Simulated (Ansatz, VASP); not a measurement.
## ZrN: VASP beside Ansatz

The input INCAR:

```
SYSTEM = ZrN
ALGO     = Normal         ! electronic algorithm
EDIFF    = 1E-7           ! SCF threshold, eV
ENCUT    = 520            ! plane-wave cutoff, eV
GGA      = PE             ! functional
ISIF     = 2              ! what is computed and relaxed
ISMEAR   = -1             ! smearing method
LASPH    = .TRUE.         ! aspherical terms in the spheres
LCHARG   = .FALSE.        ! write CHGCAR
LREAL    = .FALSE.        ! projectors in reciprocal space
LWAVE    = .FALSE.        ! write WAVECAR
NBANDS   = 16             ! bands
NELM     = 60             ! most SCF steps
PREC     = Accurate       ! precision mode
SIGMA    = 0.05           ! smearing width, eV
```

File KPOINTS:

```
k-points
0
G
  10 10 10
  0 0 0
```

Contents of POSCAR:

```
ZrN
1.0
    0.0000000000      2.3000000000      2.3000000000
    2.3000000000      0.0000000000      2.3000000000
    2.3000000000      2.3000000000      0.0000000000
Zr N
1 1
Direct
    0.5000000000      0.5000000000      0.5000000000
    0.0000000000      0.0000000000      0.0000000000
```

Contents of input.yaml:

```yaml
crystal:
  lattice:
    - [0.0, 2.3, 2.3]
    - [2.3, 0.0, 2.3]
    - [2.3, 2.3, 0.0]
  atoms:
    - { symbol: Zr, position: [0.5, 0.5, 0.5] }
    - { symbol: "N", position: [0.0, 0.0, 0.0] }
hamiltonian:
  xc: pbe
  pseudopotentials: { kind: paw }
kpoints:
  mp_grid: { grid: [10, 10, 10] }
scf:
  occupations: { method: fermi_dirac, width: 0.05 }
output:
  forces: true
  stress: true
  eigenvalues: true
```

Alike in both runs: task single point; functional PBE; k mesh 10 × 10 × 10; occupations fermi-dirac, width 0.05 eV; no spin polarisation.

|  | VASP | Ansatz |
| --- | --- | --- |
| version | VASP 6.6.1 | Ansatz 0.2.0 |
| potentials or method | VASP PAW PBE potentials, release 64 (Zr_sv, N) | Ansatz PAW |
| plane-wave cutoff (eV) | 520 | 420 |
| valence electrons in the cell | 17 | 17 |

VASP gave:

| Quantity | Value |
| --- | --- |
| gap on the k mesh at the Fermi level (eV) | none |
| pressure (GPa) | -0.6 |

Question: Estimate Ansatz's values.

Answer: gap on the k mesh at the Fermi level (eV): none; pressure (GPa): -0.8.

A gap of «none» marks a metal or a gap that the smearing closes. The functional is the same, so the differences come from potentials, cutoffs and numerics.

Caveats: the pressure holds a Pulay correction of +0.4 GPa for the finite cutoff (Ansatz).
